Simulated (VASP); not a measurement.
From an Ansatz input to VASP: SnTe (strained rocksalt)

Ansatz input

```yaml
crystal:
  lattice:
    - [0.0, 3.157437042, 3.191399098]
    - [3.157437042, 0.0, 3.191399098]
    - [3.157437042, 3.157437042, 0.0]
  atoms:
    - { symbol: Sn, position: [0.0, 0.0, 0.0] }
    - { symbol: Te, position: [0.5, 0.5, 0.5] }
kpoints:
  mp_grid: { grid: [8, 8, 8] }
  band_path:
    path:
      - [0.0, 0.0, 0.0]
      - [0.5, 0.0, 0.5]
      - [0.625, 0.25, 0.625]
      - [0.375, 0.375, 0.75]
      - [0.5, 0.5, 0.5]
      - [0.5, 0.25, 0.75]
      - [-0.010579, -0.007812, 0.491862]
    npoints: 1
hamiltonian:
  xc: r2scan
scf:
  occupations: { method: fermi_dirac, width: 0.02 }
  n_extra_bands: 4
output:
  forces: true
  stress: true
  eigenvalues: true
```

Write VASP inputs for this cell and level of theory.



INCAR

```
IBRION = -1
NELM = 120
NBANDS = 17
NSW = 0
EDIFF = 1E-7
ISMEAR = -1
LWAVE = .FALSE.
LCHARG = .FALSE.
METAGGA = R2SCAN
ENCUT = 520
SIGMA = 0.02
ISIF = 2
LREAL = .FALSE.
ALGO = Normal
PREC = Accurate
LASPH = .TRUE.
```

KPOINTS

```
KPOINTS created by Atomic Simulation Environment
0
Gamma
8 8 8
0 0 0
```

KPOINTS_OPT

```
special points
7
Reciprocal
0.0000000000 0.0000000000 0.0000000000 1
0.5000000000 0.0000000000 0.5000000000 1
0.6250000000 0.2500000000 0.6250000000 1
0.3750000000 0.3750000000 0.7500000000 1
0.5000000000 0.5000000000 0.5000000000 1
0.5000000000 0.2500000000 0.7500000000 1
-0.0105790000 -0.0078120000 0.4918620000 1
```

POSCAR

```
Sn Te
 1.0000000000000000
     0.0000000000000000    3.1574370420000002    3.1913990980000002
     3.1574370420000002    0.0000000000000000    3.1913990980000002
     3.1574370420000002    3.1574370420000002    0.0000000000000000
 Sn  Te
   1   1
Cartesian
  0.0000000000000000  0.0000000000000000  0.0000000000000000
  3.1574370419999997  3.1574370419999997  3.1913990979999998
```

VASP ran with the recommended PBE PAW datasets (20 valence electrons in the cell). Other inputs would serve too.

```tsv
	Ansatz	VASP
gap between bands v and c	0.07 eV	0.07 eV
least direct gap	0.07 eV	0.07 eV
pressure	0.8 GPa	0.8 GPa
```

The two codes use different PAW datasets and cutoffs. VASP's cell holds 20 valence electrons and Ansatz's 30. Ansatz's stress includes a Pulay correction; VASP's doesn't.
